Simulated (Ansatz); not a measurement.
Results of r²SCAN+rVV10 (PAW; Ansatz, a program for electronic structure) for chalcopyrite CuInS2.

Settings: plane-wave cutoff 560 eV, 10×10×10 k mesh, Fermi–Dirac smearing 0.01 eV, no spin polarisation, scalar-relativistic PAW data made under PBE.

Computed at the level's own relaxed cell.

Task: Predict the pressure derivative B′ of the bulk modulus, lattice parameter c, band gap, equilibrium volume per atom and bulk modulus B0.

Result: 
pressure derivative B′ of the bulk modulus: 4.8
lattice parameter c: 11.084 Å
band gap: 0.36 eV
equilibrium volume per atom: 20.94 Å³/atom
bulk modulus B0: 77.1 GPa

Measured, for comparison: band gap 1.55 eV (temperature not stated, not corrected to a static lattice, direct or pseudo-direct at Γ; as tabulated in Ghosh et al. (2024), arXiv:2401.16805); lattice parameter c 11.133 Å (298 K, not corrected to a static lattice; as tabulated in Abstract on Scilit: Piezoelectric nonlinear optic CuGaS2 and CuInS2 crystal …). Computed (rounded) less measured: lattice parameter c -0.4 %. A static lattice is as a rule a little smaller and stiffer than an uncorrected measurement, which can account for part of this.

Note: the bulk modulus comes from volumes at which shape and atoms were relaxed.

Spin–orbit coupling is not included.

Static lattice: no zero-point or thermal effects.

It cost about 60 core-minutes (a rough figure) of CPU time.
